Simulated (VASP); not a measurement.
# Ti16Si31 (a cell with a defect) in VASP: relaxation of the atoms with PBE

Aim: the relaxation of the atoms of Ti16Si31 (a cell with a defect) with PBE.

Everything below comes from runs of VASP 6.6.1. Logs are shortened: lines on timing, memory, paths and dates and some standing lists are left out, and cuts for length are marked.

### Step 1. The crystal as given

The cell holds a defect, 47 atoms: a = 9.546 Å, b = 8.236 Å, c = 8.523 Å, α = 90.00°, β = 90.00°, γ = 90.00°.

### Step 2. Relaxation of the atoms, PBE

The input, INCAR:

```
SYSTEM = Ti16Si31
PREC = Accurate
ENCUT = 520
EDIFF = 1E-6
ISMEAR = 1
SIGMA = 0.1
LREAL = .False.
LASPH = .True.
NELM = 80
ALGO = Normal
ISIF = 2
LWAVE = .False.
LCHARG = .False.
GGA = PE
IBRION = 2
NSW = 60
EDIFFG = -0.01
```

The input, KPOINTS:

```
regular mesh
0
Gamma
  3 3 3
  0 0 0
```

The input, POSCAR:

```
Ti16Si31
1.0
    9.5460000000      0.0000000000      0.0000000000
    0.0000000000      8.2360000000      0.0000000000
    0.0000000000      0.0000000000      8.5230000000
Ti Si
16 31
Direct
    0.8750000000      0.7500000000      0.7500000000
    0.1250000000      0.2500000000      0.7500000000
    0.1250000000      0.7500000000      0.2500000000
    0.3750000000      0.7500000000      0.7500000000
    0.6250000000      0.2500000000      0.7500000000
    0.6250000000      0.7500000000      0.2500000000
    0.8750000000      0.2500000000      0.2500000000
    0.3750000000      0.2500000000      0.2500000000
    0.7500000000      0.5000000000      0.5000000000
    0.0000000000      0.0000000000      0.5000000000
    0.0000000000      0.5000000000      0.0000000000
    0.2500000000      0.5000000000      0.5000000000
    0.5000000000      0.0000000000      0.5000000000
    0.5000000000      0.5000000000      0.0000000000
    0.7500000000      0.0000000000      0.0000000000
    0.2500000000      0.0000000000      0.0000000000
    0.8750000000      0.5830000000      0.2500000000
    0.8750000000      0.0830000000      0.7500000000
    0.1250000000      0.0830000000      0.2500000000
    0.3750000000      0.5830000000      0.2500000000
    0.3750000000      0.0830000000      0.7500000000
    0.6250000000      0.5830000000      0.7500000000
    0.1250000000      0.5830000000      0.7500000000
    0.6250000000      0.4170000000      0.2500000000
    0.8750000000      0.9170000000      0.2500000000
    0.8750000000      0.4170000000      0.7500000000
    0.1250000000      0.4170000000      0.2500000000
    0.3750000000      0.9170000000      0.2500000000
    0.3750000000      0.4170000000      0.7500000000
    0.6250000000      0.9170000000      0.7500000000
    0.1250000000      0.9170000000      0.7500000000
    0.0000000000      0.6670000000      0.5000000000
    0.0000000000      0.1670000000      0.0000000000
    0.2500000000      0.1670000000      0.5000000000
    0.5000000000      0.6670000000      0.5000000000
    0.5000000000      0.1670000000      0.0000000000
    0.7500000000      0.6670000000      0.0000000000
    0.2500000000      0.6670000000      0.0000000000
    0.7500000000      0.8330000000      0.5000000000
    0.0000000000      0.3330000000      0.5000000000
    0.0000000000      0.8330000000      1.0000000000
    0.2500000000      0.8330000000      0.5000000000
    0.5000000000      0.3330000000      0.5000000000
    0.5000000000      0.8330000000      0.0000000000
    0.7500000000      0.3330000000      0.0000000000
    0.2500000000      0.3330000000      0.0000000000
    0.6875000000      0.1250000000      0.3750000000
```

Potentials or basis: VASP PAW PBE potentials, release 64 (Ti_sv, Si).

Run with:

```sh
cat potpaw_PBE.64/Ti_sv/POTCAR potpaw_PBE.64/Si/POTCAR > POTCAR
mpirun -np 8 vasp_std > vasp.out
```

OUTCAR:

```text
SYSTEM = Ti16Si31
   PREC = Accurate
   ENCUT = 520
   EDIFF = 1E-6
   ISMEAR = 1
   LREAL = .False.
   LASPH = .True.
   NELM = 80
   ISIF = 2
   GGA = PE
   IBRION = 2
   NSW = 60
   EDIFFG = -0.01

 ion  position               nearest neighbor table
   1  0.875  0.750  0.750-  32 2.54  37 2.54  39 2.54  41 2.54  18 2.74  26 2.74  23 2.75  22 2.75
                            30 2.75  31 2.75
   2  0.125  0.250  0.750-  33 2.54  34 2.54  40 2.54  46 2.54  23 2.74  31 2.74  18 2.75  26 2.75
                            29 2.75  21 2.75
   3  0.125  0.750  0.250-  32 2.54  38 2.54  41 2.54  42 2.54  19 2.74  27 2.74  20 2.75  25 2.75
                            17 2.75  28 2.75
   4  0.375  0.750  0.750-  35 2.54  38 2.54  42 2.54  44 2.54  21 2.74  29 2.74  23 2.75  22 2.75
                            30 2.75  31 2.75
   5  0.625  0.250  0.750-  36 2.54  43 2.54  45 2.54  30 2.74  22 2.74  21 2.75  18 2.75  26 2.75
                            29 2.75
   6  0.625  0.750  0.250-  35 2.54  37 2.54  39 2.54  44 2.54  24 2.74  20 2.75  17 2.75  25 2.75
                            28 2.75
   7  0.875  0.250  0.250-  47 2.32  40 2.54  45 2.54  33 2.54  17 2.74  25 2.74  19 2.75  27 2.75
                            24 2.75
   8  0.375  0.250  0.250-  34 2.54  36 2.54  43 2.54  46 2.54  20 2.74  28 2.74  27 2.75  19 2.75
                            24 2.75
   9  0.750  0.500  0.500-  17 2.54  22 2.54  24 2.54  26 2.54  39 2.74  35 2.75  32 2.75  40 2.75
[... 60 lines left out ...]
                            13 2.75  10 2.75
  40  0.000  0.333  0.500-   2 2.54   7 2.54  26 2.54  27 2.54  10 2.74  34 2.75  32 2.75   9 2.75
                            12 2.75
  41  0.000  0.833  0.000-   1 2.54   3 2.54  25 2.54  31 2.54  11 2.74  37 2.75  38 2.75  33 2.75
                            16 2.75  15 2.75
  42  0.250  0.833  0.500-   3 2.54   4 2.54  28 2.54  31 2.54  12 2.74  32 2.75  35 2.75  34 2.75
                            13 2.75  10 2.75
  43  0.500  0.333  0.500-   5 2.54   8 2.54  24 2.54  29 2.54  47 2.70  13 2.74  34 2.75  35 2.75
                             9 2.75  12 2.75
  44  0.500  0.833  0.000-   4 2.54   6 2.54  28 2.54  30 2.54  14 2.74  37 2.75  38 2.75  36 2.75
                            16 2.75  15 2.75
  45  0.750  0.333  0.000-   5 2.54   7 2.54  24 2.54  26 2.54  15 2.74  33 2.75  36 2.75  37 2.75
                            11 2.75  14 2.75
  46  0.250  0.333  0.000-   2 2.54   8 2.54  27 2.54  29 2.54  16 2.74  33 2.75  36 2.75  38 2.75
                            11 2.75  14 2.75
  47  0.688  0.125  0.375-   7 2.32  13 2.32  25 2.70  43 2.70  39 2.70  24 2.70

  LATTYP: Found a simple orthorhombic cell.
 ALAT       =     8.2360000000
 B/A-ratio  =     1.0348470131
 C/A-ratio  =     1.1590577950

  Lattice vectors:

 A1 = (   0.0000000000,   8.2360000000,   0.0000000000)
 A2 = (   0.0000000000,   0.0000000000,   8.5230000000)
 A3 = (   9.5460000000,   0.0000000000,   0.0000000000)

Analysis of symmetry for initial positions (statically):
=====================================================================
 Subroutine PRICEL returns:
 Original cell was already a primitive cell.

 Routine SETGRP: Setting up the symmetry group for a
 simple orthorhombic supercell.

 Subroutine GETGRP returns: Found  2 space group operations
 (whereof  1 operations were pure point group operations)
 out of a pool of  8 trial point group operations.

The static configuration has the point symmetry C_1 .
 The point group associated with its full space group is S_2 .

Analysis of symmetry for dynamics (positions and initial velocities):
=====================================================================
 Subroutine PRICEL returns:
 Original cell was already a primitive cell.

 Routine SETGRP: Setting up the symmetry group for a
 simple orthorhombic supercell.

 Subroutine GETGRP returns: Found  2 space group operations
 (whereof  1 operations were pure point group operations)
 out of a pool of  8 trial point group operations.

The dynamic configuration has the point symmetry C_1 .
 The point group associated with its full space group is S_2 .

 Subroutine INISYM returns: Found  2 space group operations
 (whereof  1 operations are pure point group operations),
 and found     1 'primitive' translations

----------------------------------------------------------------------------------------

                                     Primitive cell

  volume of cell :     670.0856

[... 139 lines left out ...]
 -0.333333  0.333333  0.000000      2.000000
  0.000000  0.000000  0.333333      2.000000
  0.333333  0.000000  0.333333      2.000000
 -0.333333  0.000000  0.333333      2.000000
  0.000000  0.333333  0.333333      2.000000
  0.000000  0.333333 -0.333333      2.000000
  0.333333  0.333333  0.333333      2.000000
 -0.333333  0.333333 -0.333333      2.000000
 -0.333333 -0.333333  0.333333      2.000000
  0.333333 -0.333333 -0.333333      2.000000
   k-points           NKPTS =     14   k-points in BZ     NKDIM =     14   number of bands    NBANDS=    192
   number of dos      NEDOS =    301   number of ions     NIONS =     47
   total plane-waves  NPLWV = 294912
   dimension x,y,z NGX =    72 NGY =   64 NGZ =   64
   dimension x,y,z NGXF=   144 NGYF=  128 NGZF=  128
   ions per type =              16  31
   NGX,Y,Z   is equivalent  to a cutoff of  12.54, 12.92, 12.48 a.u.
   NGXF,Y,Z  is equivalent  to a cutoff of  25.08, 25.84, 24.97 a.u.
 SYSTEM =  Ti16Si31
   PREC   = accura    normal or accurate (medium, high low for compatibility)
   ISTART =      0    job   : 0-new  1-cont  2-samecut
   ICHARG =      2    charge: 1-file 2-atom 10-const
   ISPIN  =      1    spin polarized calculation?
   LNONCOLLINEAR =      F non collinear calculations
   LSORBIT =      F    spin-orbit coupling
   LASPH  =      T    aspherical Exc in radial PAW
   ENCUT  =  520.0 eV  38.22 Ry    6.18 a.u.  17.75 15.31 15.85*2*pi/ulx,y,z
   NELM   =     80;   NELMIN=  2; NELMDL= -5     # of ELM steps
   EDIFF  = 0.1E-05   stopping-criterion for ELM
   LREAL  =      F    real-space projection
   EDIFFG = -.1E-01   stopping-criterion for IOM
   NSW    =     60    number of steps for IOM
   IBRION =      2    ionic relax: 0-MD 1-quasi-New 2-CG
   NFREE  =      1    steps in history (QN), initial steepest desc. (CG)
   ISIF   =      2    stress and relaxation
   ISYM   =      2    0-nonsym 1-usesym 2-fastsym
   POTIM  = 0.5000    time-step for ionic-motion
   TEBEG  =    0.0;   TEEND  =   0.0 temperature during run
   PSTRESS=    0.0 pullay stress
   NELECT =     316.0000    total number of electrons
   NUPDOWN=      -1.0000    fix difference up-down
   EMIN   =  10.00;   EMAX   =-10.00  energy-range for DOS
   EFERMI =   0.00;   METHOD = LEGACY
   ISMEAR =     1;   SIGMA  =   0.10  broadening in eV -4-tet -1-fermi 0-gaus
   EFERMI_NEDOS =   21; number of points for ismear=-14 and -15
   IALGO  =     38    algorithm
   IMIX   =      4    mixing-type and parameters
     AMIX     =   0.40;   BMIX     =  1.00
     AMIX_MAG =   1.60;   BMIX_MAG =  1.00
  volume/ion in A,a.u.               =      14.26        96.21
  Fermi-wavevector in a.u.,A,eV,Ry     =   1.274267  2.408015 22.092547  1.623756
  Thomas-Fermi vector in A             =   2.407044
   LORBIT       =      0    0 simple, 1 ext, 2 COOP (PROOUT), +10 PAW based schemes
   GGA     = PE    functional components
   LHFCALC =     F    Hartree Fock is set to
   AEXX    =    0.0000 exact exchange contribution
   IVDW    =     0    specifies the selected vdW correction
   LEPSILON=     F    determine dielectric tensor
   LRPA    =     F    only Hartree local field effects (RPA)
 conjugate gradient relaxation of ions
 non-spin polarized calculation
 Methfessel and Paxton  Order N= 1 SIGMA  =   0.10
  energy-cutoff  :      520.00
  volume of cell :      670.09
 maximum number of plane-waves:     18068
   NGX = 35   NGY = 31   NGZ = 31

--------------------------------------- Ionic step        1  -------------------------------------------

 number of electron     316.0000003 magnetization

 Free energy of the ion-electron system (eV)
  ---------------------------------------------------
  ext. energy  EPLUGINS =         0.00000000
  ---------------------------------------------------
  free energy    TOTEN  =      -316.49656791 eV

  energy without entropy =     -316.49261037  energy(sigma->0) =     -316.49524873

------------------------ aborting loop because EDIFF is reached ----------------------------------------

  FORCE on cell =-STRESS in cart. coord.  units (eV):
  Direction    XX          YY          ZZ          XY          YZ          ZX
  --------------------------------------------------------------------------------------
  -------------------------------------------------------------------------------------
  Total       16.7180895      4.0544640     10.9733716      2.9739799     -4.4069103     -2.1147620
  in kB       39.9730211      9.6942401     26.2373767      7.1107982    -10.5369407     -5.0564047
  external PRESSURE =      25.3015460 kB  Pullay stress =       0.0000000 kB
[... 224 lines left out ...]
  FREE ENERGIE OF THE ION-ELECTRON SYSTEM (eV)
  ---------------------------------------------------
  free  energy   TOTEN  =      -316.8530830051 eV

  energy  without entropy=     -316.8466035510  energy(sigma->0) =     -316.85092319

[... ionic steps 4 to 13 ...]

--------------------------------------- Ionic step       14  -------------------------------------------

 number of electron     315.9999979 magnetization

------------------------ aborting loop because EDIFF is reached ----------------------------------------
[... 157 lines left out ...]
--------------------------------------- Ionic step       16  -------------------------------------------

 number of electron     315.9999979 magnetization

 Free energy of the ion-electron system (eV)
  ---------------------------------------------------
  ext. energy  EPLUGINS =         0.00000000
  ---------------------------------------------------
  free energy    TOTEN  =      -316.97626812 eV

  energy without entropy =     -316.96777556  energy(sigma->0) =     -316.97343727

 E-fermi :   9.9073     XC(G=0): -11.6398

 val. band max:        9.9055946280   @ k =   0.0000   0.3333   0.3333
 cond. band min:       9.9117422666   @ k =   0.3333   0.0000   0.3333
 fundamental gap:      0.0061476386
 Fermi energy:         9.9073211407

 k-point     1 :       0.0000    0.0000    0.0000
  band No.  band energies     occupation
      1     -46.4929      2.00000
      2     -46.4864      2.00000
      3     -46.4640      2.00000
      4     -46.4639      2.00000
      5     -46.4572      2.00000
      6     -46.4492      2.00000
[... 2411 lines left out ...]
    169      10.9387     -0.00000
    170      11.0034     -0.00000
 [bands above 170 left out]

------------------------ aborting loop because EDIFF is reached ----------------------------------------

  FORCE on cell =-STRESS in cart. coord.  units (eV):
  Direction    XX          YY          ZZ          XY          YZ          ZX
  --------------------------------------------------------------------------------------
  -------------------------------------------------------------------------------------
  Total       14.3016068      2.5099880     12.0422718      1.5777104     -3.6660127     -0.1326565
  in kB       34.1952008      6.0013918     28.7931216      3.7723120     -8.7654514     -0.3171822
  external PRESSURE =      22.9965714 kB  Pullay stress =       0.0000000 kB
[... 62 lines left out ...]
  FREE ENERGIE OF THE ION-ELECTRON SYSTEM (eV)
  ---------------------------------------------------
  free  energy   TOTEN  =      -316.9762681242 eV

  energy  without entropy=     -316.9677755632  energy(sigma->0) =     -316.97343727

 reached required accuracy - stopping structural energy minimisation
```

Run time: 1.6 h. Hardware: 8 MPI ranks of Intel Xeon Platinum 8559C (Emerald Rapids), shared host; peak memory 0.37 GiB.

Results:

```yaml
Free_energy: -316.9763 eV
Energy_gained_by_relaxing: 10.2 meV/atom
Ionic_steps: 16
Pressure_after_relaxing: 2.3 GPa
Largest_force_after_relaxing: 0.006 eV/Å
Band_gap_on_the_k_mesh: none (metal or under the smearing width)
```

Forces on the atoms (eV/Å):
```
Ti  -0.001 -0.002  0.002
Ti   0.001 -0.002  0.001
Ti   0.001 -0.003  0.002
Ti   0.000 -0.002 -0.003
Ti  -0.001  0.000  0.000
Ti   0.001  0.003 -0.003
Ti  -0.002  0.004 -0.002
Ti   0.002  0.000  0.003
Ti  -0.001 -0.003  0.003
Ti  -0.002  0.000 -0.003
Ti   0.000  0.002  0.003
Ti  -0.001  0.003 -0.002
Ti   0.002 -0.004  0.002
Ti   0.001  0.002 -0.002
Ti   0.001  0.000  0.000
Ti  -0.001  0.002 -0.001
Si   0.000 -0.003  0.000
Si  -0.001  0.000  0.001
Si   0.000  0.000  0.001
Si   0.004  0.003 -0.002
Si  -0.001  0.000  0.000
Si   0.001  0.000 -0.003
Si   0.001  0.000  0.001
Si   0.001  0.001 -0.001
Si   0.002 -0.001  0.003
Si   0.001 -0.003  0.000
Si   0.000 -0.003 -0.001
Si  -0.003 -0.001  0.001
Si   0.000 -0.002 -0.003
Si   0.000 -0.002 -0.001
Si   0.001  0.002  0.002
Si  -0.004 -0.003  0.002
Si   0.001  0.000  0.000
Si   0.000  0.000 -0.001
Si   0.000  0.003  0.000
Si   0.001  0.000 -0.001
Si  -0.001  0.000  0.003
Si  -0.001  0.000 -0.001
Si  -0.001 -0.001  0.001
Si   0.003  0.001 -0.001
Si   0.000  0.002  0.003
Si   0.000  0.003  0.001
Si  -0.002  0.001 -0.003
Si  -0.001  0.003  0.000
Si   0.000  0.002  0.001
Si  -0.001 -0.002 -0.002
Si   0.000  0.000  0.000
```

Stress tensor (GPa, compression positive):
```
 3.42  0.38 -0.03
 0.38  0.60 -0.88
-0.03 -0.88  2.88
```

Step by step:
| step | energy change (eV) | largest force (eV/Å) | pressure (GPa) |
| --- | --- | --- | --- |
| 1 | 0.0000 | 2.0202 | 2.53 |
| 2 | -0.3397 | 0.3970 | 2.37 |
| 3 | -0.3565 | 0.4776 | 2.36 |
| 4 | -0.4320 | 0.2337 | 2.32 |
| 5 | -0.4519 | 0.2321 | 2.31 |
| 6 | -0.4679 | 0.0873 | 2.31 |
| 7 | -0.4689 | 0.1113 | 2.31 |
| 8 | -0.4741 | 0.0522 | 2.31 |
| 9 | -0.4748 | 0.0776 | 2.31 |
| 10 | -0.4773 | 0.0357 | 2.31 |
| 11 | -0.4779 | 0.0447 | 2.31 |
| 12 | -0.4792 | 0.0245 | 2.30 |
| 13 | -0.4793 | 0.0258 | 2.30 |
| 14 | -0.4796 | 0.0115 | 2.30 |
| 15 | -0.4796 | 0.0109 | 2.30 |
| 16 | -0.4797 | 0.0059 | 2.30 |

Final structure:
```
Ti Si
1.0
     9.54600    0.00000    0.00000
     0.00000    8.23600    0.00000
     0.00000    0.00000    8.52300
Ti Si
16 31
Direct
  0.87453 0.75039 0.74993
  0.12602 0.25113 0.74823
  0.12510 0.75279 0.25044
  0.37551 0.75107 0.75275
  0.62793 0.24452 0.74118
  0.62540 0.75045 0.25349
  0.88344 0.25582 0.24119
  0.37620 0.24805 0.24795
  0.74960 0.49955 0.49651
  0.99880 0.00195 0.50205
  0.99949 0.49893 0.99725
  0.24990 0.49721 0.49956
  0.49156 0.99418 0.50881
  0.50047 0.49961 0.00007
  0.74707 0.00548 0.00882
  0.24898 0.99887 0.00177
  0.87528 0.58842 0.24815
  0.87352 0.08782 0.75432
  0.12537 0.08784 0.25047
  0.37603 0.58657 0.25066
  0.37404 0.08835 0.75386
  0.62620 0.58515 0.74919
  0.12531 0.58676 0.74912
  0.62850 0.40698 0.24530
  0.87287 0.91947 0.25396
  0.87341 0.40891 0.74521
  0.12651 0.41573 0.24880
  0.37890 0.91592 0.25157
  0.37710 0.41352 0.74937
  0.62686 0.91482 0.75320
  0.12407 0.91400 0.75092
  0.99897 0.66343 0.49934
  0.00096 0.16165 0.99614
  0.24963 0.16216 0.49953
  0.49972 0.66158 0.50185
  0.50148 0.16218 0.99568
  0.74880 0.66485 0.00081
  0.24969 0.66324 0.00088
  0.74650 0.84302 0.50470
  0.99610 0.33408 0.49843
  0.99790 0.83648 0.00063
  0.24849 0.83427 0.50120
  0.50213 0.33053 0.49604
  0.50159 0.84109 0.00479
  0.74814 0.33518 0.99680
  0.25093 0.33600 0.99908
  0.68750 0.12500 0.37500
```
